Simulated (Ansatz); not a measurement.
Ru (P6_3/mmc)

All numbers below come from DFT PBEsol, scalar-relativistic, plane waves, PAW (Ansatz 0.2.0).

Cutoff 420 eV; k points 18×18×10 on the computed 2-atom cell (Γ-centred); Gaussian smearing, width 0.10 eV; no spin polarisation.

The structure is relaxed at this level of theory with its symmetry kept.

```xyz
2
Lattice="2.6895 0.0000 0.0000 -1.3448 2.3292 0.0000 0.0000 0.0000 4.2519" Properties=species:S:1:pos:R:3 pbc="T T T"
Ru    0.0000    1.5528    1.0630
Ru    1.3448    0.7764    3.1889
```

| Property | Result |
| --- | --- |
| Space group | P6_3/mmc (No. 194) |
| Volume per atom | 13.32 Å³ |
| Formation energy from the elements' standard states (uncorrected) | +0.003 eV/atom |
| Kohn–Sham band gap | none (metal) |
| Density of states at the Fermi level | 1.60 states/eV per cell |
| Löwdin character within 0.5 eV of the Fermi level | Ru 4d 93 % |
| Bulk modulus | 346 GPa |
| Its pressure derivative | 4.8 |
| Bader charges (e) | Ru (2 in the cell) 0.00 |